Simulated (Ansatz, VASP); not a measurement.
# Two plane-wave programs on AlN

```
Al N
1.0
     3.11100    0.00000    0.00000
    -1.55550    2.69421    0.00000
     0.00000    0.00000    4.97800
Al N
2 2
Direct
  0.33333 0.66667 0.00000
  0.66667 0.33333 0.50000
  0.33333 0.66667 0.38500
  0.66667 0.33333 0.88500
```

Alike in both runs: task electric field gradients; functional PBE; k mesh 10 × 10 × 6; occupations fermi-dirac, width 0.03 eV; no spin polarisation.

```csv
,VASP,Ansatz
version,VASP 6.6.1,Ansatz 0.2.0
potentials or method,"VASP PAW PBE potentials, release 64 (Al, N)","PAW with Ansatz's default frozen-core files, scalar-relativistic"
plane-wave cutoff (eV),520,420
valence electrons in the cell,16,16
```

```tsv
	VASP	Ansatz	Ansatz less VASP
gap on the k mesh at the Fermi level (eV)	4.16	4.15	-0.011
pressure (GPa)	3.8	4.0	+0.27
largest component of the traceless stress (GPa)	1.20	1.24	+0.042
rms of the force components (eV/Å)	0.105	0.104	-0.0007
Vzz of the field gradient on the site that differs most (V/Å²)	0.6	0.3	-0.28
```

Atom by atom the forces differ by 0.001 eV/Å (rms over components). With one functional, cell and mesh, what is left measures potentials, basis and numerics.
